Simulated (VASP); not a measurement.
Cd:

```
CELL_PARAMETERS angstrom
1.60803 0.92840 2.44929
-1.60803 0.92840 2.44929
0.00000 -1.85679 2.44929
ATOMIC_POSITIONS crystal
Cd 0.00000 0.00000 0.00000
```

This isn't the form of Cd at room conditions, which is hcp.

- Program: VASP 6.6.1
- Task: single point
- Functional: PBE
- Potentials or basis: VASP PAW PBE potentials, release 64 (Cd)
- Cutoff: 520 eV
- k mesh: 10 × 10 × 10
- Occupations: fermi-dirac, width 0.05 eV
- Spin: no spin polarisation

On this cell: pressure 2.3 GPa; band gap on the k mesh none (metal or under the smearing width).

The same run follows on a disturbed copy (cell strained at random at fixed volume):

```
Cd
1.0
     1.57901    0.90449    2.38531
    -1.65999    0.89892    2.44059
    -0.04532   -1.89348    2.44709
Cd
1
Direct
  0.99971 0.99976 0.01173
```

Question: What does the disturbed cell give?

Answer: The energy (extrapolated to zero smearing) moves by +4.6 meV/atom; pressure 2.4 GPa; band gap on the k mesh none (metal or under the smearing width).

Stress tensor (GPa, compression positive):
```
 1.94 -0.26  0.84
-0.26  2.38  0.56
 0.84  0.56  2.75
```
